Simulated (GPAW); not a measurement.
## Ga in GPAW: convergence with convergence criteria

Input of the first run (convergence criteria density=0.001 energy=0.01 eigenstates=0.0001); the others differ in this setting and in those tied to it:

run.py

```python
from ase.dft.bandgap import bandgap
from ase.io import read, write
from ase.units import GPa
from gpaw import GPAW, PW

atoms = read('POSCAR')

calc = GPAW(mode=PW(600),
            xc='MGGA_X_R2SCAN+MGGA_C_R2SCAN',
            kpts={'size': (10, 10, 10), 'gamma': True},
            occupations={'name': 'fermi-dirac', 'width': 0.05},
            nbands=7,
            convergence={'density': 0.001, 'energy': 0.01, 'eigenstates': 0.0001},
            maxiter=100,
            txt='gpaw.txt')
atoms.calc = calc
energy = atoms.get_potential_energy()
forces = atoms.get_forces()
stress = atoms.get_stress()
calc.write('gs.gpw')
write('result.traj', atoms)
print(f'Energy: {energy:.6f} eV')
print('Forces (eV/A):')
print(forces.round(4))
print('Stress (GPa):', (stress / GPa).round(3))
print('Fermi level:', round(calc.get_fermi_level(), 4), 'eV')
print(f'Gap: {bandgap(calc)[0]:.4f} eV, direct: {bandgap(calc, direct=True)[0]:.4f} eV')
```

File POSCAR:

```
Ga
1.0
    2.7164800000      0.0000000000      0.0000000000
    0.0000000000      2.7164800000      0.0000000000
    0.0000000000      0.0000000000      2.7164800000
Ga
1
Direct
    0.0000000000      0.0000000000      0.0000000000
```

Potentials or basis: GPAW PAW data sets (gpaw-data 1.2.1), pw.

Command:

```bash
$ OMP_NUM_THREADS=1 python run.py
```

The cell was built by a generator and needn't be a form met in nature.

Hardware: 1 thread of Arm Neoverse V2, with other jobs on the host.

```csv
convergence criteria,"energy less the tightest run, at zero smearing (meV/atom)",SCF cycles,CPU time (s),peak memory (GiB)
density=0.001 energy=0.01 eigenstates=0.0001,0.00,9,8.5,0.17
default,0.00,12,11,0.17
density=1e-05 energy=1e-05,0.00,15,12,0.17
density=1e-05 forces=0.0001,0.00,16,13,0.17
density=1e-06 energy=1e-06 eigenstates=1e-10,0.00,16,14,0.17
```

Against the tightest run, the energy stays within 1 meV/atom from density=0.001 energy=0.01 eigenstates=0.0001 on. The tightest run that finished is the yardstick and may itself not be fully converged.

Caveat, for the tightest run too: the PAW data sets were made with another functional, which shifts forces and pressure a little.
